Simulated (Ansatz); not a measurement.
# In2O3: the band gap up the ladder of functionals

The task here is to estimate one member of a computed series from the others.

Program: Ansatz 0.2.0. PAW datasets, plane waves. Computed at 0 K without zero-point motion; spin polarisation is off.

### The system as given

The cell was relaxed beforehand with r2SCAN.

Space group R-3c (No. 167), trigonal; conventional cell a = 5.508 Å, c = 14.563 Å, 12.75 Å³ an atom. Near In stand 6 O at 2.13–2.26 Å; near O stand 4 In at 2.13–2.26 Å.

Structure file:

Space group R-3c:H (No. 167). a = 5.508 Å, b = 5.508 Å, c = 14.563 Å, α = 90.00°, β = 90.00°, γ = 120.00°
```csv
atom,site,symmetry,x,y,z
In,12c,3.,0.6667,0.3333,0.1904
O,18e,.2,0.3701,0.3333,0.0833
```

The first run:

Input file input.yaml:

```yaml
crystal:
  lattice:
    - [2.753820859, 1.5899192142, 4.8543403845]
    - [-2.753820859, 1.5899192142, 4.8543403845]
    - [0.0, -3.1798384285, 4.8543403845]
  atoms:
    - { symbol: In, position: [0.8570396382, 0.8570396382, 0.8570396382] }
    - { symbol: In, position: [0.3570396382, 0.3570396382, 0.3570396382] }
    - { symbol: In, position: [0.1429603618, 0.1429603618, 0.1429603618] }
    - { symbol: In, position: [0.6429603618, 0.6429603618, 0.6429603618] }
    - { symbol: O, position: [0.4533861849, 0.0466138151, 0.75] }
    - { symbol: O, position: [0.0466138151, 0.75, 0.4533861849] }
    - { symbol: O, position: [0.5466138151, 0.9533861849, 0.25] }
    - { symbol: O, position: [0.25, 0.5466138151, 0.9533861849] }
    - { symbol: O, position: [0.9533861849, 0.25, 0.5466138151] }
    - { symbol: O, position: [0.75, 0.4533861849, 0.0466138151] }
kpoints:
  mp_grid: { grid: [6, 6, 6] }
  band_path:
    path:
      - [[0.0, 0.0, 0.0], [0.5, 0.5, 0.5], [0.7618181254568, 0.2381818745432, 0.5]]
      - [[0.5, -0.2381818745432, 0.2381818745432], [0.5, -7.482716316155e-18, -5.176340761392e-17], [0.0, 0.0, 0.0], [0.3690909372716, -0.3690909372716, 2.870663061428e-17]]
      - [[0.6309090627284, -1.33447341585e-17, 0.3690909372716], [0.5, 5.445417292652e-17, 0.5], [0.0, 0.0, 0.0]]
    npoints: 10
hamiltonian:
  xc: pbe
scf:
  occupations: { method: fermi_dirac, width: 0.02 }
  n_extra_bands: 6
output:
  forces: true
  stress: true
  eigenvalues: true
```

On the command line:

```
> ansatz run input.yaml --threads 4 --pin off --max-ram 7372MiB --backend cpu --events-out ev --progress --plain --runs-dir out
```

Among the steps run: Band structure with PBE; r2SCAN; HSE06 at the same geometry; Single point with PBE+SOC; PBE0; LDA; DDH-PBE0; LC-ωPBE.

One table of the session follows, with a row left open; its other results are not shown here.

| level | gap (eV) |
| --- | --- |
| PBE | 1.22 |
| r2SCAN | ? |
| HSE06 | 2.73 |
| PBE+SOC | 1.22 |
| PBE0 | 3.42 |
| LDA | 1.10 |
| DDH-PBE0 | 2.95 |
| LC-ωPBE | 8.08 |

Q: Estimate the row for r2SCAN from the others.

**Answer.** gap (eV): 1.80. In the column «gap (eV)» it lies between PBE+SOC (1.22) and HSE06 (2.73).

Meshes: PBE 6×6×6, r2SCAN 6×6×6, HSE06 4×4×4, PBE+SOC 6×6×6, PBE0 4×4×4, LDA 6×6×6, DDH-PBE0 4×4×4, LC-ωPBE 4×4×4.

LDA gives the least gap, 1.10 eV, and LC-ωPBE the largest, 8.08 eV. Against HSE06, PBE is short by 1.51 eV, at 45 % of it, and r2SCAN 66 %. PBE0 lies 0.69 eV above HSE06, which differs from it by screening the long-range exchange.

Limits of these values: Warnings in the runs' records: stress scf threshold loose, stress exchange threshold loose.
